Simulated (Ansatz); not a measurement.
# Mo2NCl2 MXene monolayer in a perpendicular field, part 2 of 2

What dipole does a perpendicular field induce in the Mo2NCl2 MXene monolayer? A positive field points along +c.

Ansatz 0.2.0; plane-wave DFT, PBE-D3(BJ), Ansatz PAW.

So far. Step 2 (Relaxing the slab): The lattice constant a goes from 2.953 to 2.961 Å.

**3. Atoms held, field 0**

A sawtooth potential applies the field, turning back in the middle of the vacuum. With the dipole correction the typed value is the field outside the slab. The induced dipole is small, so the SCF threshold is tight.

The cell differs from the one that the last finished run ended in (c 42.426 → 24.383 Å).

input.yaml reads:

```yaml
crystal:
  lattice:
    - [2.9607349419, 0.0, 0.0]
    - [-1.4803674709, 2.5640716735, 0.0]
    - [0.0, 0.0, 24.3834778673]
  atoms:
    - { symbol: Cl, position: [0.3333333333, 0.6666666667, 0.3691023917] }
    - { symbol: Mo, position: [0.6666666667, 0.3333333333, 0.4438614337] }
    - { symbol: "N", position: [0.0, 0.0, 0.5] }
    - { symbol: Mo, position: [0.3333333333, 0.6666666667, 0.5561385663] }
    - { symbol: Cl, position: [0.6666666667, 0.3333333333, 0.6308976083] }
kpoints:
  mp_grid: { grid: [18, 18, 1] }
  band_path:
    path: [[0, 0, 0], [0.5, 0, 0], [0.33333333, 0.33333333, 0], [0, 0, 0]]
    npoints: 16
hamiltonian:
  xc: pbe
  dispersion: d3bj
scf:
  occupations: { method: fermi_dirac, width: 0.02585 }
  convergence: { dr2_threshold: 1.0e-10 }
efield:
  axis: 3
  dipole_correction: true
  ramp_position: 0.97
  ramp_width: 0.06
  amplitude: 0
output:
  dos: { projected: true, e_range: [-6, 5] }
  write_potential: true
  write_density: true
  volumetric_format: npy
  elf: true
```

Launch:

```sh
ansatz run input.yaml --threads 2 --pin off --max-ram 3072MiB --backend cpu --events-out ev --progress --plain --runs-dir out
```

Numbers of over 12 decimals in the logs are rounded to 6 here.

The program printed:

```text
[...]
Crystal: 5 atoms, lattice volume = 185.108 Å³
Basis set: ecut = 420 eV, 3573 PW (Γ)
Bands: 29, of which v1, the nominal top of the filled ones, is band 24 counted from 1 (23 counted from 0)
Symmetry: 6 space group operations
k-points: 37 of 324 (time reversal used)
[...]
SCF iter   1: F=—  HF=-12458.059094 eV  |F-HF|=—  |Δ(HF+E_count)|=         —  Δρ=7.25e-3  dr2=2.86e-1  ethr=1.77e-3  p=0.000 e·Å  D=1.80e-13 V/Å  ΔV_dip=-0.00 eV  dr2_dipole=3.58e-7  V_vac-E_F(+/−)=5.21/5.21 eV  ⟨swp⟩=9.9  Hψ=6206  notcnv=0
efield: sawtooth ramp at fractional position 0.9700 (set: `efield.ramp_position`, or a place that a band, a saddle search or an elastic batch's reference lends), width 0.0600; the density the first Hamiltonian is built on has a dipole p = 0.000 e·Å; the dipole correction subtracts the counter field D = 1.80e-13 V/Å, which shifts the + side's vacuum level by -0.00 eV against the − side's; the planar-averaged density in the ramp window peaks in size at 1.9e-5 e/Å³
[...]
SCF iter   2: F=—  HF=-12458.030211 eV  |F-HF|=—  |Δ(HF+E_count)|=   2.89e-2  Δρ=3.51e-3  dr2=2.32e-2  ethr=6.08e-4  p=-0.000 e·Å  D=-1.29e-5 V/Å  ΔV_dip=0.00 eV  dr2_dipole=1.95e-7  V_vac-E_F(+/−)=4.30/4.30 eV  ⟨swp⟩=2.5  Hψ=1985  notcnv=0  defer=25
[...]
SCF iter   9: F=-12458.025072 eV  HF=-12458.025072 eV  |F-HF|=1.44e-10  |Δ(HF+E_count)|=  6.18e-10  Δρ=2.75e-7  dr2=5.63e-11  ethr=1.00e-12  p=0.000 e·Å  D=3.34e-8 V/Å  ΔV_dip=-0.00 eV  dr2_dipole=4.30e-13  V_vac-E_F(+/−)=4.26/4.26 eV  ⟨swp⟩=5.9  Hψ=4274  notcnv=0
SCF 1 converged in 9 iterations: F = -12458.025072 eV  dr2 = 5.63e-11
[...]
NSCF: frozen V_eff on 49 k-points
efield: sawtooth ramp at fractional position 0.9700 (kept from the solve that this one continues, or follows in the run), width 0.0600; the density the first Hamiltonian is built on has a dipole p = 0.000 e·Å; the dipole correction subtracts the counter field D = 3.34e-8 V/Å, which shifts the + side's vacuum level by -0.00 eV against the − side's; the planar-averaged density in the ramp window peaks in size at 4.7e-6 e/Å³
WARN: The output density's exchange-correlation potential varies sharply where the density is thin. Do not read a vacuum level from v_tot or v_xc, or from such a field of the output density. On a cell that repeats whose density bears no net charge and no dipole along the vacuum's axis use v_es (v_loc + v_h of the components); under efield.dipole_correction with no amplitude use v_es + v_field, which holds any externa [...]
SCF converged after 9 iterations
Free energy (F): -12458.025072 eV
[...]
Internal energy: -12458.017932 eV  (E = F + TS)
E sigma→0 (E₀):  -12458.021502 eV
Entropy (-TS):   -0.007140 eV (-1.428 meV/atom)
Fermi energy:    3.066877 eV
Dipole field:    D = -0.000001 V/Å  (p = -0.000001 e·Å, saw-weighted, corrected)
Work function:   Φ+ = 4.2551 eV   Φ− = 4.2551 eV
Levels:          The Fermi level and band energies are counted from a zero that moves with the ramp; work functions are not
[...]
--- Band table (eV; the first three rows and the last of 37) ---
  k-point 0: bands = [... 20 lower, 0.8334, 1.7940, 1.7940, 2.5211, 2.8217, 2.8217, 3.5312, 3.5312, ... 1 higher]
  k-point 1: bands = [... 20 lower, 0.6894, 1.7304, 1.8756, 2.5646, 2.8124, 2.8975, 3.5584, 3.5884, ... 1 higher]
  k-point 2: bands = [... 20 lower, 0.4031, 1.4767, 2.0488, 2.5831, 2.7511, 3.0881, 3.6406, 3.8900, ... 1 higher]
  k-point 36: bands = [... 20 lower, 1.9375, 2.6465, 2.7484, 2.7484, 3.9777, 3.9777, 5.1211, 5.8887, ... 1 higher]
```

It took 14 s on 2 threads of AMD EPYC 7R13 (Zen 3), shared host; peak memory 0.58 GiB; 28 s of CPU time.

In the SCF lines HF is the Harris–Foulkes energy and dr2 the Hartree energy of the density residual, in eV; the loop may stop once dr2 is under the threshold and the program's other checks hold. Hψ counts applications of the Hamiltonian.

This step gave:

- energy at zero smearing: -12458.0215 eV
- work function, upper face: 4.255 eV
- dipole along the normal: -9.04e-7 e·Å

Running mean over a fixed 2.6 Å (it still follows the layers) of the planar mean; the ramp of the sawtooth is left out. Table of electron's electrostatic potential energy less the Fermi level by z:

z (Å), electron's electrostatic potential energy less the Fermi level (eV) and a bar from the least value:
```
      3.0        4.3 ##############################
      3.5        4.3 ##############################
      4.0        4.3 ##############################
      4.5        4.3 ##############################
      5.0        4.3 ##############################
      5.5        4.3 ##############################
      6.0        4.2 ##############################
      6.5        4.1 ##############################
      7.0        3.6 #############################
      7.5        1.6 ##########################
      8.0       -1.4 ####################
      8.5       -3.6 #################
      9.0       -5.9 #############
      9.5      -10.0 ######
     10.0      -13.0 #
     10.5      -12.8 #
     11.0      -13.0 #
     11.5      -13.4 
     12.0      -12.7 #
     12.5      -12.8 #
     13.0      -13.5 
     13.5      -12.9 #
     14.0      -13.0 #
     14.5      -12.7 #
     15.0       -9.0 ########
     15.5       -5.2 ##############
     16.0       -3.2 #################
     16.5       -0.7 ######################
     17.0        2.2 ###########################
     17.5        3.9 #############################
     18.0        4.2 ##############################
     18.5        4.2 ##############################
     19.0        4.3 ##############################
     19.5        4.3 ##############################
     20.0        4.3 ##############################
     20.5        4.3 ##############################
     21.0        4.3 ##############################
```

The density of states has structure finer than the step of the table below, so its rows give means over 0.25 eV, whole bins alone (the curve runs from -6 to 1.99 eV). Peaks (eV: height): -5.920: 5.31, -5.530: 9.24, -5.480: 8.96, -5.200: 8.76, -0.270: 7.21, 1.090: 5.89, 1.250: 6.38.

Table of density of states by energy, zero at the Fermi level; means over each step:

```tsv
energy (eV)	density of states (states/eV a cell)
-5.75	3.50
-5.50	6.56
-5.25	6.81
-5.00	4.70
-4.75	1.95
-4.50	2.01
-4.25	2.70
-4.00	2.18
-3.75	1.72
-3.50	1.77
-3.25	2.98
-3.00	1.72
-2.75	1.98
-2.50	1.53
-2.25	0.835
-2.00	1.04
-1.75	2.10
-1.50	3.00
-1.25	1.96
-1.00	2.54
-0.75	2.08
-0.50	1.94
-0.25	4.63
0.00	2.94
0.25	2.44
0.50	3.09
0.75	3.48
1.00	4.77
1.25	4.75
1.50	3.45
1.75	3.18
```

Projected DOS per atom over height of the atomic layer and energy from the Fermi level. Layers: Cl Mo N Mo Cl from below.

Ten even steps from '0' (0.03 states/eV) to '9' (2.08 states/eV), each cell a mean:
```
05150
07070
19091
06060
05050
05050
17171
03030
04040
04140
03030
01010
12021
12021
31113
21012
31013
31013
31013
63836
64746
52325
```
Columns: height of the atomic layer (Å) from 9 to 15.4 (not evenly spaced); rows upwards: energy from the Fermi level (eV) from -5.96 to 1.96.

The electronic bands at the labelled points (eV, zero at the Fermi level):

```tsv
point	band 21	band 22	band 23	band 24	band 25	band 26	band 27	band 28
Γ	-2.23	-1.27	-1.27	-0.55	-0.25	-0.25	0.46	0.46
halfway	-3.20	-1.57	-0.62	-0.22	-0.11	0.61	0.94	1.92
M	-3.42	-1.77	1.10	1.12	1.80	1.83	2.10	2.50
halfway	-2.61	-1.11	0.49	0.64	1.28	1.34	2.06	2.37
K	-1.13	-0.42	-0.32	-0.32	0.91	0.91	2.05	2.82
halfway	-2.24	-1.93	-1.06	-0.23	0.83	0.96	1.01	2.12
Γ	-2.23	-1.27	-1.27	-0.55	-0.25	-0.25	0.46	0.46
```

Valence density in the ca plane at fractional y = 0.333, with atoms of Mo and Cl within 0.2 Å of it. It is the smooth field of the valence electrons, not physical close to the nuclei.

Values in e/Å³, 5 rows by 16 columns, each cell a mean:
```
0.0 0.0 0.0 0.0 0.0 0.0 0.1 0.3 1.6 2.6 0.3 0.3 0.4 1.4 0.6 0.0
0.0 0.0 0.0 0.0 0.0 0.0 0.0 0.2 3.5 5.0 0.3 0.2 0.5 1.0 1.0 0.0
0.0 0.0 0.0 0.0 0.0 0.0 0.1 0.3 1.6 2.6 0.3 0.3 0.4 1.4 0.6 0.0
0.0 0.0 0.0 0.0 0.0 0.0 0.2 0.6 0.3 0.4 0.5 0.7 0.5 0.3 0.1 0.0
0.0 0.0 0.0 0.0 0.0 0.0 0.2 0.6 0.3 0.4 0.5 0.7 0.5 0.3 0.1 0.0
```
Columns run along c (16.0 Å, from fractional 0.08 to 0.73 of the cell), rows up along a (3.0 Å). Atoms in or near the plane, at fractional coordinates: Mo at (0.44, 0.67), Cl at (0.63, 0.67).

Electrostatic potential energy in the ca plane at fractional y = 0.333, with atoms of Mo and Cl within 0.2 Å of it. With pseudopotentials it is smooth inside the atoms' cores, unlike the true potential.

Ten even steps from '0' (-53 eV) to '9' (7 eV), each cell a mean:
```
99999999999999999999998522478998888864589999
99999999999999999999986100058999998620158999
99999999999999999999985000048999998510048999
99999999999999999999986200168999888731269999
99999999999999999999988633589988788875689999
99999999999999999998888887889887568899999999
99999999999999999987789988998876457899999999
99999999999999999998888877889887668898999999
```
Columns run along c (16.0 Å, from fractional 0.08 to 0.73 of the cell; values clipped at the 3rd and 97th percentile), rows up along a (3.0 Å). Atoms in or near the plane, at fractional coordinates: Mo at (0.44, 0.67), Cl at (0.63, 0.67).

ELF in the ca plane at fractional y = 0.333, with atoms of Mo and Cl within 0.2 Å of it. It is the smooth field of the valence electrons, not physical close to the nuclei.

Ten even steps from '0' (0.00) to '9' (0.88), each cell a mean:
```
00000000000013455225763232122248999963100000
00000000000000111157776211133368779985200000
00000000000000001268468311133368548985200000
00000000000000122147776211132268889985100000
00000000000024566324652233122237999863000000
00000000000147898622322564234313554310000000
00000000000258999732323675235411111000000000
00000000000147898522322564224224666420000000
```
Columns run along c (16.0 Å, from fractional 0.14 to 0.80 of the cell), rows up along a (3.0 Å). Atoms in or near the plane, at fractional coordinates: Mo at (0.44, 0.67), Cl at (0.63, 0.67).

The work function of the upper face is 4.26 eV.

**4. Single point, field 0.1 V/Å**

Edit input.yaml of step 3 so:

```diff
@@ -27,5 +27,4 @@
   ramp_width: 0.06
-  amplitude: 0
+  amplitude: 0.1
 output:
-  dos: { projected: true, e_range: [-6, 5] }
   write_potential: true
@@ -33,2 +32 @@
   volumetric_format: npy
-  elf: true
```

The program printed:

```text
[...]
Crystal: 5 atoms, lattice volume = 185.108 Å³
Basis set: ecut = 420 eV, 3573 PW (Γ)
Bands: 29, of which v1, the nominal top of the filled ones, is band 24 counted from 1 (23 counted from 0)
Symmetry: 6 space group operations
k-points: 37 of 324 (time reversal used)
[...]
k-point 0: bands = [... 20 lower, 0.8331, 1.7937, 1.7937, 2.5207, 2.8213, 2.8213, 3.5308, 3.5308, ... 1 higher]
  k-point 1: bands = [... 20 lower, 0.6891, 1.7301, 1.8752, 2.5643, 2.8120, 2.8971, 3.5581, 3.5880, ... 1 higher]
  k-point 2: bands = [... 20 lower, 0.4028, 1.4763, 2.0485, 2.5827, 2.7508, 3.0877, 3.6402, 3.8896, ... 1 higher]
  k-point 36: bands = [... 20 lower, 1.9371, 2.6461, 2.7453, 2.7507, 3.9756, 3.9791, 5.1208, 5.8841, ... 1 higher]
[key lines of the parts left out:]
SCF converged after 13 iterations
Free energy (F): -12458.026794 eV
Fermi energy:    3.066487 eV
Dipole field:    D = 0.033684 V/Å  (p = 0.034458 e·Å, saw-weighted, corrected)
```

The job ended after 17 s (2 threads; peak memory 0.53 GiB; 32 s of CPU time).

The dipole is 0.0345 e·Å.

**5. Single point, field -0.1 V/Å**

Edit input.yaml of step 4 so:

```diff
@@ -27,3 +27,3 @@
   ramp_width: 0.06
-  amplitude: 0.1
+  amplitude: -0.1
 output:
```

The program printed:

```text
[...]
Crystal: 5 atoms, lattice volume = 185.108 Å³
Basis set: ecut = 420 eV, 3573 PW (Γ)
Bands: 29, of which v1, the nominal top of the filled ones, is band 24 counted from 1 (23 counted from 0)
Symmetry: 6 space group operations
k-points: 37 of 324 (time reversal used)
[...]
k-point 0: bands = [... 20 lower, 0.8331, 1.7937, 1.7937, 2.5207, 2.8213, 2.8213, 3.5308, 3.5308, ... 1 higher]
  k-point 1: bands = [... 20 lower, 0.6891, 1.7301, 1.8752, 2.5643, 2.8120, 2.8971, 3.5581, 3.5880, ... 1 higher]
  k-point 2: bands = [... 20 lower, 0.4028, 1.4763, 2.0485, 2.5827, 2.7508, 3.0877, 3.6402, 3.8896, ... 1 higher]
  k-point 36: bands = [... 20 lower, 1.9371, 2.6461, 2.7453, 2.7507, 3.9756, 3.9791, 5.1208, 5.8841, ... 1 higher]
[key lines of the parts left out:]
SCF converged after 13 iterations
Free energy (F): -12458.026794 eV
Fermi energy:    3.066488 eV
Dipole field:    D = -0.033684 V/Å  (p = -0.034458 e·Å, saw-weighted, corrected)
```

The job ended after 17 s (2 threads; peak memory 0.56 GiB).

The dipole is -0.0345 e·Å.

**6. Response, atoms held**

This step: plane-wave DFT, PBE-D3(BJ), Ansatz PAW; response to a field along the normal, atoms held (Ansatz 0.2.0).

The dipoles give the slope, and the difference of two potentials shows where the field is screened.

This step gave:

```
equivalent conductor thickness p/(ε₀AE) : 8.213 Å
distance between the outer atoms        : 6.383 Å
```

Dipole of the cell against applied field:

```tsv
applied field (V/Å)	dipole of the cell (e·Å)
-0.1000	-0.0345
0.0000	-9.0e-7
0.1000	0.0345
```

Local field over the applied field, running mean. From the potentials at -0.1 and 0.1 V/Å; running mean over 2.5 Å. Local field over applied field against z:

```tsv
z (Å)	local field over applied field
5	0.997
6	0.976
7	0.841
8	0.506
9	0.185
10	0.0528
11	0.0308
12	-0.00574
13	0.0165
14	0.0406
15	0.112
16	0.366
17	0.728
18	0.948
19	0.993
20	0.999
```

Electrons, planar mean, per unit field. Table of induced electron density by z:

z (Å), induced electron density (e/Å³ per V/Å) and a bar from the least value:
```
      4.5    0.00000 ##############
      5.0    0.00001 ##############
      5.5    0.00004 ###############
      6.0    0.00011 ###############
      6.5    0.00030 ################
      7.0    0.00083 ##################
      7.5    0.00208 #######################
      8.0    0.00376 ##############################
      8.5    0.00262 #########################
      9.0    0.00110 ###################
      9.5   -0.00028 #############
     10.0   -0.00078 ###########
     10.5    0.00084 ##################
     11.0    0.00042 ################
     11.5    0.00015 ###############
     12.0   -0.00002 ##############
     12.5   -0.00001 ##############
     13.0   -0.00014 ##############
     13.5   -0.00069 ###########
     14.0   -0.00056 ############
     14.5    0.00102 ###################
     15.0   -0.00009 ##############
     15.5   -0.00136 #########
     16.0   -0.00321 #
     16.5   -0.00345 
     17.0   -0.00171 #######
     17.5   -0.00066 ############
     18.0   -0.00024 #############
     18.5   -0.00008 ##############
     19.0   -0.00003 ##############
     19.5   -0.00001 ##############
     20.0    0.00000 ##############
```

By hand: between -0.1 and 0.1 V/Å the dipole changes by 0.06892 e·Å, a slope of 0.3446 e·Å²/V. A perfect conductor of thickness t has p = ε₀AEt, so t = 180.95 × 0.3446 / 7.592 = 8.21 Å (e/ε₀ = 180.95 V·Å, A in Å²).

The induced dipole is that of a conductor 8.21 Å thick.

**7. Outcome**

* gap without field: none
* work function, upper face: 4.26 eV
* equivalent conductor thickness, atoms held: 8.21 Å

In words: The induced dipole equals that of a perfect conductor 8.21 Å thick, while the outer atoms lie 6.38 Å apart. There is no gap over 0.03 eV, with or without the field. The first relaxation ran with spin and lost its moment, and the later runs have none; other magnetic states were not tried. Spin-orbit coupling is left out, which matters for the bands of elements this heavy. The MXene's terminations sit over the metal atoms of its far layer; the site over carbon or nitrogen, which some compounds prefer, was not run.

[Logs are printed without paths, hosts, clocks, repeated set-up lines and the standing remarks that a program may print on its own settings, such as how far it seeks lower states.]

[Hosts, paths, dates, database ids (printed as entryN), source tags and the programs' standing remarks are cut or masked in the printed files.]

[Maps of the electrostatic potential energy from Ansatz leave out the sawtooth potential of an applied field or a dipole correction, so their vacuum need not be flat; planar profiles and work functions include it.]

[The density of states shown here was stored with 400 of the rows of the run's finer table, so its peaks can read low, often by over a quarter, or be missed, and its means over a window can be off by a tenth or more.]
